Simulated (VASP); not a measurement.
# Sc (Fm-3m) in VASP: single point with PBE

Aim: the single point of Sc with PBE.

All numbers are computed with VASP 6.6.1; they aren't measurements. Logs are shortened: lines on timing, memory, paths and dates and some standing lists are left out, and cuts for length are marked.

## Step 1: Starting point

The structure is cubic, space group Fm-3m (No. 225). The conventional cell has a = 4.619 Å, b = 4.619 Å, c = 4.619 Å, α = 90.00°, β = 90.00°, γ = 90.00°. Sc (site symmetry m-3m) is surrounded by 12 Sc at 3.27 Å.

The cell was built by a generator and needn't be a form met in nature.

## Step 2: Single point, PBE, non-collinear spin, zero start, spin-orbit coupling

The input, INCAR:

```
SYSTEM = Sc
ALGO = Fast ; EDIFF = 1E-7
ENCUT = 520 ; GGA = PE
GGA_COMPAT = .FALSE. ; ISIF = 2
ISMEAR = 0 ; LASPH = .TRUE.
LCHARG = .TRUE. ; LMAXMIX = 4
LORBIT = 11 ; LORBMOM = .TRUE.
LREAL = .FALSE. ; LSORBIT = .TRUE.
LVHAR = .TRUE. ; LWAVE = .FALSE.
MAGMOM = 0 0 0 ; NBANDS = 22
NELM = 150 ; PREC = Accurate
SIGMA = 0.05
```

The input, KPOINTS:

```
k-points
0
G
  16 16 16
  0 0 0
```

The input, POSCAR:

```
Sc
1.0
    0.0000000000      2.3092614144      2.3092614144
    2.3092614144      0.0000000000      2.3092614144
    2.3092614144      2.3092614144      0.0000000000
Sc
1
Direct
    0.0000000000      0.0000000000      0.0000000000
```

Potentials or basis: VASP PAW PBE potentials, release 64 (Sc_sv).

On the command line:

```console
$ cat potpaw_PBE.64/Sc_sv/POTCAR > POTCAR
$ mpirun -np 1 vasp_ncl > vasp.out
```

OUTCAR:

```text
SYSTEM = Sc
   EDIFF = 1E-7
   ENCUT = 520
   GGA = PE
   ISIF = 2
   ISMEAR = 0
   LASPH = .TRUE.
   LORBIT = 11
   LREAL = .FALSE.
   LSORBIT = .TRUE.
   NELM = 150
   PREC = Accurate

 ion  position               nearest neighbor table
   1  0.000  0.000  0.000-

  LATTYP: Found a face centered cubic cell.
 ALAT       =     4.6185228288

  Lattice vectors:

 A1 = (   0.0000000000,   2.3092614144,   2.3092614144)
 A2 = (   2.3092614144,   0.0000000000,   2.3092614144)
 A3 = (   2.3092614144,   2.3092614144,   0.0000000000)

Analysis of symmetry for initial positions (statically):
=====================================================================
 Subroutine PRICEL returns:
 Original cell was already a primitive cell.

 Routine SETGRP: Setting up the symmetry group for a
 face centered cubic supercell.

 Subroutine GETGRP returns: Found 48 space group operations
 (whereof 48 operations were pure point group operations)
 out of a pool of 48 trial point group operations.

The static configuration has the point symmetry O_h .

Analysis of symmetry for dynamics (positions and initial velocities):
=====================================================================
 Subroutine PRICEL returns:
 Original cell was already a primitive cell.

 Routine SETGRP: Setting up the symmetry group for a
 face centered cubic supercell.

 Subroutine GETGRP returns: Found 48 space group operations
 (whereof 48 operations were pure point group operations)
 out of a pool of 48 trial point group operations.

The dynamic configuration has the point symmetry O_h .

Analysis of structural, dynamic, and magnetic symmetry:
=====================================================================
 Subroutine PRICEL returns:
 Original cell was already a primitive cell.

 Routine SETGRP: Setting up the symmetry group for a
 face centered cubic supercell.

 Subroutine GETGRP returns: Found 48 space group operations
 (whereof 48 operations were pure point group operations)
 out of a pool of 48 trial point group operations.

The overall configuration has the point symmetry O_h .

 Subroutine INISYM returns: Found 48 space group operations
 (whereof 48 operations are pure point group operations),
 and found     1 'primitive' translations

----------------------------------------------------------------------------------------

                                     Primitive cell

  volume of cell :      24.6291

  direct lattice vectors                    reciprocal lattice vectors
     0.000000000  2.309261414  2.309261414    -0.216519445  0.216519445  0.216519445
     2.309261414  0.000000000  2.309261414     0.216519445 -0.216519445  0.216519445
     2.309261414  2.309261414  0.000000000     0.216519445  0.216519445 -0.216519445

  length of vectors
     3.265788811  3.265788811  3.265788811     0.375022680  0.375022680  0.375022680

  position of ions in fractional coordinates (direct lattice)
     0.000000000  0.000000000  0.000000000

  ion indices of the primitive-cell ions
   primitive index   ion index
                 1           1

----------------------------------------------------------------------------------------

 KPOINTS: k-points

Automatic generation of k-mesh.
 Grid dimensions read from file:
 generate k-points for:   16   16   16

 Generating k-lattice:

  Cartesian coordinates                     Fractional coordinates (reciprocal lattice)
    -0.013532465  0.013532465  0.013532465     0.062500000  0.000000000  0.000000000
     0.013532465 -0.013532465  0.013532465     0.000000000  0.062500000  0.000000000
     0.013532465  0.013532465 -0.013532465     0.000000000  0.000000000  0.062500000

  Length of vectors
     0.023438917  0.023438917  0.023438917

  Shift w.r.t. Gamma in fractional coordinates (k-lattice)
     0.000000000  0.000000000  0.000000000

 Subroutine IBZKPT returns following result:
 ===========================================
[... 49 lines left out ...]
   LREAL  =      F    real-space projection
   EDIFFG = 0.1E-05   stopping-criterion for IOM
   NSW    =      0    number of steps for IOM
   IBRION =     -1    ionic relax: 0-MD 1-quasi-New 2-CG
   NFREE  =      0    steps in history (QN), initial steepest desc. (CG)
   ISIF   =      2    stress and relaxation
   ISYM   =      2    0-nonsym 1-usesym 2-fastsym
   POTIM  = 0.5000    time-step for ionic-motion
   TEBEG  =    0.0;   TEEND  =   0.0 temperature during run
   PSTRESS=    0.0 pullay stress
   NELECT =      11.0000    total number of electrons
   NUPDOWN=      -1.0000    fix difference up-down
   EMIN   =  10.00;   EMAX   =-10.00  energy-range for DOS
   EFERMI =   0.00;   METHOD = LEGACY
   ISMEAR =     0;   SIGMA  =   0.05  broadening in eV -4-tet -1-fermi 0-gaus
   EFERMI_NEDOS =   21; number of points for ismear=-14 and -15
   IALGO  =     68    algorithm
   IMIX   =      4    mixing-type and parameters
     AMIX     =   0.40;   BMIX     =  1.00
     AMIX_MAG =   1.60;   BMIX_MAG =  1.00
  volume/ion in A,a.u.               =      24.63       166.21
  Fermi-wavevector in a.u.,A,eV,Ry     =   1.251380  2.364766 21.306078  1.565953
  Thomas-Fermi vector in A             =   2.385330
   LORBIT       =     11    0 simple, 1 ext, 2 COOP (PROOUT), +10 PAW based schemes
   GGA     = PE    functional components
   LHFCALC =     F    Hartree Fock is set to
   AEXX    =    0.0000 exact exchange contribution
   IVDW    =     0    specifies the selected vdW correction
   LEPSILON=     F    determine dielectric tensor
   LRPA    =     F    only Hartree local field effects (RPA)
 RMM-DIIS sequential band-by-band and
 Gauss-broadening in eV      SIGMA  =   0.05
  energy-cutoff  :      520.00
  volume of cell :       24.63
 maximum number of plane-waves:      1368
   NGX = 13   NGY = 13   NGZ = 13

 number of electron      10.9999999 magnetization       0.0000000      0.0000000      0.0000000

 number of electron      10.9999999 magnetization      -0.0000000     -0.0000000     -0.0000000

 number of electron      10.9999999 magnetization      -0.0000000      0.0000000      0.0000000

 number of electron      10.9999999 magnetization      -0.0000000     -0.0000000      0.0000000

 Free energy of the ion-electron system (eV)
  ---------------------------------------------------
  ext. energy  EPLUGINS =         0.00000000
  ---------------------------------------------------
  free energy    TOTEN  =        -6.20549449 eV

  energy without entropy =       -6.20254152  energy(sigma->0) =       -6.20401800

 E-fermi :   3.7446     XC(G=0):  -9.8779

 val. band max:        3.7400899887   @ k =  -0.4375   0.3750   0.1875
 cond. band min:       3.7447704844   @ k =   0.5000   0.1250   0.0000
 fundamental gap:      0.0046804957
 Fermi energy:         3.7445889642

 k-point     1 :       0.0000    0.0000    0.0000
  band No.  band energies     occupation
      1     -45.6872      1.00000
      2     -45.6872      1.00000
      3     -24.4447      1.00000
      4     -24.4447      1.00000
      5     -23.9339      1.00000
      6     -23.9339      1.00000
[... 589 lines left out ...]
     21      16.4561      0.00000
     22      16.4561      0.00000

 [... further k-points ...]

------------------------ aborting loop because EDIFF is reached ----------------------------------------

  FORCE on cell =-STRESS in cart. coord.  units (eV):
  Direction    XX          YY          ZZ          XY          YZ          ZX
  --------------------------------------------------------------------------------------
  -------------------------------------------------------------------------------------
  Total        0.0017702      0.0017702      0.0017702      0.0000000      0.0000000      0.0000000
  in kB        0.1151556      0.1151556      0.1151556      0.0000000      0.0000000      0.0000000
  external PRESSURE =       0.1151556 kB  Pullay stress =       0.0000000 kB

 VOLUME and BASIS-vectors are now :
 -----------------------------------------------------------------------------
  energy-cutoff  :      520.00
  volume of cell :       24.63
      direct lattice vectors                 reciprocal lattice vectors
     0.000000000  2.309261414  2.309261414    -0.216519445  0.216519445  0.216519445
     2.309261414  0.000000000  2.309261414     0.216519445 -0.216519445  0.216519445
     2.309261414  2.309261414  0.000000000     0.216519445  0.216519445 -0.216519445

 POSITION                                       TOTAL-FORCE (eV/Angst)
 -----------------------------------------------------------------------------------
      0.00000      0.00000      0.00000         0.000000     -0.000000      0.000000
 -----------------------------------------------------------------------------------
    total drift:                               -0.000000      0.000000     -0.000000

  FREE ENERGIE OF THE ION-ELECTRON SYSTEM (eV)
  ---------------------------------------------------
  free  energy   TOTEN  =        -6.2054944910 eV

  energy  without entropy=       -6.2025415155  energy(sigma->0) =       -6.20401800

 orbital moment (x)

 # of ion     p       d       tot
 ----------------------------------------
  1        -0.000  -0.000  -0.000
 ----------------------------------------
           -0.000  -0.000  -0.000

 orbital moment (y)

 # of ion     p       d       tot
 ----------------------------------------
  1         0.000  -0.000  -0.000
 ----------------------------------------
            0.000  -0.000  -0.000

 orbital moment (z)

 # of ion     p       d       tot
 ----------------------------------------
  1         0.000   0.000   0.000
 ----------------------------------------
            0.000   0.000   0.000

 Spin-Orbit-Coupling matrix elements

 Ion:    1  E_soc:     -0.0072702
 l=   1
     0.0000000    -0.0011937    -0.0011937
    -0.0011937     0.0000000    -0.0011937
    -0.0011937    -0.0011937     0.0000000
 l=   2
     0.0000000    -0.0000018     0.0000000    -0.0000018    -0.0000162
    -0.0000018     0.0000000    -0.0000121    -0.0000018    -0.0000040
     0.0000000    -0.0000121     0.0000000    -0.0000121     0.0000000
    -0.0000018    -0.0000018    -0.0000121     0.0000000    -0.0000040
    -0.0000162    -0.0000040     0.0000000    -0.0000040     0.0000000
 l=   3
     0.0000000     0.0000000     0.0000000     0.0000000     0.0000000     0.0000000     0.0000000
     0.0000000     0.0000000     0.0000000     0.0000000     0.0000000     0.0000000     0.0000000
     0.0000000     0.0000000     0.0000000     0.0000000     0.0000000     0.0000000     0.0000000
     0.0000000     0.0000000     0.0000000     0.0000000     0.0000000     0.0000000     0.0000000
     0.0000000     0.0000000     0.0000000     0.0000000     0.0000000     0.0000000     0.0000000
     0.0000000     0.0000000     0.0000000     0.0000000     0.0000000     0.0000000     0.0000000
     0.0000000     0.0000000     0.0000000     0.0000000     0.0000000     0.0000000     0.0000000

 total charge

# of ion       s       p       d       tot
------------------------------------------
    1        2.276   6.097   1.015   9.389

 magnetization (x)

# of ion       s       p       d       tot
------------------------------------------
    1       -0.000   0.000  -0.000  -0.000

 magnetization (y)

# of ion       s       p       d       tot
------------------------------------------
    1       -0.000   0.000  -0.000  -0.000

 magnetization (z)

# of ion       s       p       d       tot
------------------------------------------
    1       -0.000  -0.000   0.000   0.000
```

Wall time 87 s (1 thread of Intel Xeon Platinum 8559C (Emerald Rapids), shared host); peak memory 0.26 GiB.

Results:

```yaml
Free_energy: -6.2055 eV
Pressure: 0.0 GPa
Net_moment: 0.00 μB per cell
Valence_electrons_inside_the_program's_atomic_spheres: Sc 9.39
```

Moments on the atoms (μB; x, y, z):
```
Sc  0.00 0.00 0.00
```
